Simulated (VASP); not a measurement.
## NaI (rocksalt), GW calculation on PBE orbitals: Ansatz's output and VASP's

```yaml
crystal:
  lattice:
    - [0.00000, 3.22972, 3.22972]
    - [3.22972, 0.00000, 3.22972]
    - [3.22972, 3.22972, 0.00000]
  atoms:
    - { symbol: Na, position: [0.00000, 0.00000, 0.00000] }
    - { symbol: I, position: [0.50000, 0.50000, 0.50000] }
```

Ansatz printed

```
SCF 1 converged in 8 iterations: F = -9001.875686 eV  dr2 = 8.13e-8
  greatest PAW one-centre occupation: 0.999 electrons in one spin orbital (limit 2), on the Na atom at site 0 (counted from 0), in its partial waves of l = 0
NSCF: frozen V_eff on 8 k-points
G₀W₀ screening: q 1/8
G₀W₀ screening: q 2/8 (q-point 5)
G₀W₀ screening: q 3/8 (q-point 6)
G₀W₀ screening: q 4/8 (q-point 2)
G₀W₀ screening: q 5/8 (q-point 4)
G₀W₀ screening: q 6/8 (q-point 8)
G₀W₀ screening: q 7/8 (q-point 3)
G₀W₀ screening: q 8/8 (q-point 7)
G₀W₀ self-energy: k 1/6
G₀W₀ self-energy: k 2/6
G₀W₀ self-energy: k 3/6
G₀W₀ self-energy: k 4/6
G₀W₀ self-energy: k 5/6
G₀W₀ self-energy: k 6/6
NSCF: frozen V_eff on 1 k-points
SCF converged after 8 iterations
Free energy (F): -9001.875686 eV
Harris-Foulkes:  -9001.875686 eV  (|F-HF|=5.93e-8)
Internal energy: -9001.875686 eV  (E = F + TS)
E sigma→0 (E₀):  -9001.875686 eV
Fermi energy:    3.095454 eV
--- Per-component energies (eV) ---
  E_band       = -612.916026
  E_kinetic    = 309.904243
  E_local      = -3342.459191  (includes V_loc(G=0)·N_el)
  E_nonlocal   = 24.999824
  E_hartree    = 1515.917623
  E_xc         = -167.341038
  E_vxc        = -179.093020  (∫ρ·V_xc dr)
  E_paw        = -5080.377496  (= ΣΔE_a)
  E_vpaw       = -458.118460  (= ΣTr[D̂ρ^β])
  E_aug_tail   = -0.000034  (compensation charges beyond the density's cutoff)
  E_ewald      = -2262.519617
  E_smearing   = -0.000000  (= −TS)
  E_closure    = -0.000000  (closes the sum)
  Σ components = -9001.875686   (vs F -9001.875686, Δ=0.00e0)
--- Band table (eV; the first three rows and the last of 8) ---
  k-point 0: bands = ["-47.4293", "-39.9576", "-39.9576", "-39.9541", "-39.9541", "-39.9541", "-19.3432", "-19.3432", "-19.3432", "-7.9358", "3.0955", "3.0955", "3.0955", "6.7540", "11.0545", "11.0545", "11.0545"]
  k-point 1: bands = ["-47.4293", "-39.9576", "-39.9576", "-39.9541", "-39.9541", "-39.9541", "-19.3459", "-19.3434", "-19.3434", "-7.7829", "1.7929", "2.9468", "2.9468", "8.0400", "10.6246", "11.0916", "11.0916"]
  k-point 2: bands = ["-47.4293", "-39.9576", "-39.9576", "-39.9540", "-39.9540", "-39.9540", "-19.3487", "-19.3435", "-19.3435", "-7.6172", "0.8949", "2.8109", "2.8109", "8.1946", "10.5647", "10.5647", "11.8724"]
  k-point 7: bands = ["-47.4292", "-39.9576", "-39.9576", "-39.9540", "-39.9540", "-39.9539", "-19.3461", "-19.3461", "-19.3451", "-7.5302", "1.6744", "1.6744", "2.1539", "8.9388", "10.5997", "10.5997", "11.0314"]
--- G₀W₀: contour deformation, 6 samples at zero and on the imaginary axis and 2 off it, 64 q-points, 281 empty bands' worth ---
  eigenvalues of the whole cell's RPA ε∞ on this k-mesh (on a slab, of 1 + 4πα/V) = 3.2198, 3.2198, 3.2198; static W/v taken at q = 0 is 0.310574
  bands read: the sum over 294 bands ends inside a degenerate multiplet in 2 slots, whose members it reads at an even weight; the widest, k=0: bands 293 to 295 (counted from 1) at 2/3 each
  gw.qp_kpoints: band_edges: 6 of 8 stored k-points solved, in 1 pass; an edge of the gap read off the rows below is read off those points alone
    valence top: of the k-points left out ik 4 came nearest to being solved in a further pass, in band 13 (counted from 1, as in the quasiparticle table): it holds the edge there only if its correction is more favourable than any solved in that band by at least 0.533 eV; those differ by 0.078 eV
    conduction bottom: of the k-points left out ik 4 came nearest to being solved in a further pass, in band 14 (counted from 1, as in the quasiparticle table): it holds the edge there only if its correction is more favourable than any solved in that band by at least 1.783 eV; those differ by 0.169 eV
    ik  band        ε_KS         Σx   Σc(E_QP)       V_xc       Z   E_QP_lin       E_QP  E_QP is
     0    12      3.0955   -17.5738     1.5085   -14.5558  0.7917     1.5518     1.5860  root
     0    13      3.0955   -17.5738     1.5085   -14.5558  0.7917     1.5518     1.5860  root
     0    14      6.7540    -5.3066    -3.3292    -9.1140  0.8327     7.2346     7.2322  root
     0    15     11.0545    -3.7538    -3.5752    -7.8902  0.8152    11.6202    11.6157  root
     1    12      2.9468   -17.3822     1.5498   -14.3048  0.7906     1.3832     1.4192  root
     1    13      2.9468   -17.3822     1.5498   -14.3048  0.7906     1.3832     1.4192  root
     1    14      8.0400    -5.3956    -3.3966    -9.2868  0.8262     8.5374     8.5346  root
     1    15     10.6246    -4.8539    -3.6894    -9.0888  0.8090    11.1748    11.1701  root
     2    12      2.8109   -17.2366     1.5942   -14.0968  0.7893     1.2275     1.2653  root
     2    13      2.8109   -17.2366     1.5942   -14.0968  0.7893     1.2275     1.2653  root
     2    14      8.1946    -4.2726    -3.2636    -7.9662  0.8286     8.6266     8.6246  root
     2    15     10.5647    -4.4438    -3.5392    -8.6354  0.8149    11.2232    11.2171  root
     3    12      2.6866   -17.1071     1.6284   -13.9277  0.7886     1.0969     1.1357  root
     3    13      2.6866   -17.1071     1.6284   -13.9277  0.7886     1.0969     1.1357  root
     3    14      8.3978    -5.7921    -3.4824    -9.8656  0.8226     8.9931     8.9889  root
     3    15      9.4530    -3.3175    -3.3374    -7.0736  0.8241     9.8738     9.8716  root
     5    12      2.1189   -16.4062     1.7902   -13.0198  0.7840     0.4777     0.5227  root
     5    13      2.8039   -17.2132     1.5900   -14.0794  0.7894     1.2224     1.2601  root
     5    14      9.3229    -4.5396    -3.4655    -8.5161  0.8210     9.8372     9.8338  root
     5    15      9.9730    -5.7836    -3.7587   -10.2545  0.8102    10.6929    10.6852  root
     6    12      2.3435   -16.8435     1.7479   -13.5079  0.7853     0.7128     0.7557  root
     6    13      2.3435   -16.8435     1.7479   -13.5079  0.7853     0.7128     0.7557  root
     6    14      7.5971    -4.5380    -3.2605    -8.3974  0.8293     8.1999     8.1960  root
...
```

Each program uses its own PAW datasets. VASP's cell holds 16 valence electrons and Ansatz's 26. Both sum 281 empty bands with a screening cutoff of 150 eV, short of the basis and mesh limit, and the G₀W₀ gap is that of the linearised levels of the first step.

Question: What does VASP give for the same cell and level of theory?

Answer: PBE gap on the mesh 3.65 eV; G₀W₀ gap on the mesh 5.79 eV.

From OUTCAR

```
k-points           NKPTS =      8   k-points in BZ     NKDIM =     64   number of bands    NBANDS=    289

   NELECT =      16.0000    total number of electrons

   dimension x,y,z NGX =    30 NGY =   30 NGZ =   30
   dimension x,y,z NGXF=    60 NGYF=   60 NGZF=   60

  energy-cutoff  :      400.00
  volume of cell :       67.38
      direct lattice vectors                 reciprocal lattice vectors
     0.000000000  3.229720559  3.229720559    -0.154812155  0.154812155  0.154812155
     3.229720559  0.000000000  3.229720559     0.154812155 -0.154812155  0.154812155
     3.229720559  3.229720559  0.000000000     0.154812155  0.154812155 -0.154812155

 k-points in reciprocal lattice and weights: KPOINTS created by Atomic Simulation Env
   0.00000000  0.00000000  0.00000000       0.016
   0.25000000  0.00000000  0.00000000       0.125
   0.50000000  0.00000000  0.00000000       0.062
   0.25000000  0.25000000  0.00000000       0.094
   0.50000000  0.25000000  0.00000000       0.375
  -0.25000000  0.25000000  0.00000000       0.188
   0.50000000  0.50000000  0.00000000       0.047
  -0.25000000  0.50000000  0.25000000       0.094

 QP shifts <psi_nk| G(iteration)W_0 |psi_nk>: iteration 1
 for sc-GW calculations column KS-energies equals QP-energies in previous step
 and V_xc(KS)=  KS-energies - (<T + V_ion + V_H > + <T+V_H+V_ion>^1  + <V_x>^1)

 k-point   1 :       0.0000    0.0000    0.0000
  band No.  KS-energies  QP-energies   sigma(KS)   V_xc(KS)     V^pw_x(r,r')   Z            occupation Imag(sigma)

      1     -49.6760     -57.8516     -40.4608     -29.2766     -49.0978       0.7310       2.0000       0.4668
      2     -21.6113     -26.7212     -34.9482     -28.3135     -41.2871       0.7702       2.0000       0.2305
      3     -21.6113     -26.7212     -34.9482     -28.3135     -41.2871       0.7702       2.0000       0.2305
      4     -21.6113     -26.7212     -34.9482     -28.3135     -41.2871       0.7702       2.0000       0.2305
      5     -10.2063     -11.6635     -13.9211     -11.9507     -18.9293       0.7395       2.0000       1.5082
      6       0.8253      -0.7344     -13.2825     -11.3007     -14.3146       0.7870       2.0000       0.1402
      7       0.8253      -0.7344     -13.2825     -11.3007     -14.3146       0.7870       2.0000       0.1402
      8       0.8253      -0.7344     -13.2825     -11.3007     -14.3146       0.7870       2.0000       0.1402
      9       4.4770       5.0564      -6.7423      -7.4451      -3.6163       0.8244       0.0000      -0.1463
     10       8.7837       9.3446      -6.4052      -7.1002      -2.9652       0.8069       0.0000      -0.1910
     11       8.7837       9.3446      -6.4052      -7.1002      -2.9652       0.8069       0.0000      -0.1910
     12       8.7837       9.3446      -6.4052      -7.1002      -2.9652       0.8069       0.0000      -0.1910
     13      10.6486      11.3783      -7.1255      -8.0453      -3.3687       0.7933       0.0000      -0.2399
     14      10.6486      11.3783      -7.1255      -8.0453      -3.3687       0.7933       0.0000      -0.2399
     15      11.2669      11.5101      -5.1904      -5.4997      -1.2263       0.7863       0.0000      -0.3357
     16      12.3782      13.0394      -6.8928      -7.7394      -2.6420       0.7809       0.0000      -0.3968

 ...

 QP shifts <psi_nk| G(iteration)W_0 |psi_nk>: iteration 2

 k-point   1 :       0.0000    0.0000    0.0000
  band No. old QP-enery  QP-energies   sigma(KS)   T+V_ion+V_H  V^pw_x(r,r')   Z            occupation Imag(sigma)

      1     -57.8516     -59.9881     -40.3148     -20.3994     -49.0978       0.7463       2.0000       0.5258
      2     -26.7212     -27.8518     -34.9150       6.7022     -41.2871       0.7580       2.0000       0.2336
      3     -26.7212     -27.8518     -34.9150       6.7022     -41.2871       0.7580       2.0000       0.2336
      4     -26.7212     -27.8518     -34.9150       6.7022     -41.2871       0.7580       2.0000       0.2336
      5     -11.6635     -12.0143     -13.8850       1.7444     -18.9293       0.7352       2.0000       1.4801
      6      -0.7344      -0.9986     -13.1946      12.1261     -14.3146       0.7908       2.0000       0.1435
      7      -0.7344      -0.9986     -13.1946      12.1261     -14.3146       0.7908       2.0000       0.1435
      8      -0.7344      -0.9986     -13.1946      12.1261     -14.3146       0.7908       2.0000       0.1435
      9       5.0564       5.1172      -6.7921      11.9220      -3.6163       0.8262       0.0000      -0.1493
     10       9.3446       9.4143      -6.4530      15.8839      -2.9652       0.8073       0.0000      -0.1935
     11       9.3446       9.4143      -6.4530      15.8839      -2.9652       0.8073       0.0000      -0.1935
     12       9.3446       9.4143      -6.4530      15.8839      -2.9652       0.8073       0.0000      -0.1935
     13      11.3783      11.4635      -7.2080      18.6939      -3.3687       0.7922       0.0000      -0.2473
     14      11.3783      11.4635      -7.2080      18.6939      -3.3687       0.7922       0.0000      -0.2473
     15      11.5101      11.5815      -5.1660      16.7666      -1.2263       0.7883       0.0000      -0.3154
     16      13.0394      13.1413      -6.9470      20.1176      -2.6420       0.7766       0.0000      -0.4026

 ...

 QP shifts <psi_nk| G(iteration)W_0 |psi_nk>: iteration 3

 k-point   1 :       0.0000    0.0000    0.0000
  band No. old QP-enery  QP-energies   sigma(KS)   T+V_ion+V_H  V^pw_x(r,r')   Z            occupation Imag(sigma)

      1     -59.9881     -60.4480     -40.2232     -20.3994     -49.0978       0.7248       2.0000       0.5551
      2     -27.8518     -28.1318     -34.9196       6.7022     -41.2871       0.7656       2.0000       0.2320
      3     -27.8518     -28.1318     -34.9196       6.7022     -41.2871       0.7656       2.0000       0.2320
      4     -27.8518     -28.1318     -34.9196       6.7022     -41.2871       0.7656       2.0000       0.2320
      5     -12.0143     -12.0950     -13.8686       1.7444     -18.9293       0.7344       2.0000       1.4938
      6      -0.9986      -1.0450     -13.1834      12.1261     -14.3146       0.7907       2.0000       0.1441
      7      -0.9986      -1.0450     -13.1834      12.1261     -14.3146       0.7907       2.0000       0.1441
      8      -0.9986      -1.0450     -13.1834      12.1261     -14.3146       0.7907       2.0000       0.1441
      9       5.1172       5.1229      -6.7980      11.9220      -3.6163       0.8268       0.0000      -0.1497
     10       9.4143       9.4225      -6.4595      15.8839      -2.9652       0.8077       0.0000      -0.1938
     11       9.4143       9.4225      -6.4595      15.8839      -2.9652       0.8077       0.0000      -0.1938
     12       9.4143       9.4225      -6.4595      15.8839      -2.9652       0.8077       0.0000      -0.1938
     13      11.4635      11.4733      -7.2180      18.6939      -3.3687       0.7922       0.0000      -0.2481
     14      11.4635      11.4733      -7.2180      18.6939      -3.3687       0.7922       0.0000      -0.2481
     15      11.5815      11.5931      -5.1704      16.7666      -1.2263       0.7883       0.0000      -0.3160
     16      13.1413      13.1546      -6.9592      20.1176      -2.6420       0.7761       0.0000      -0.4056

 ...
```
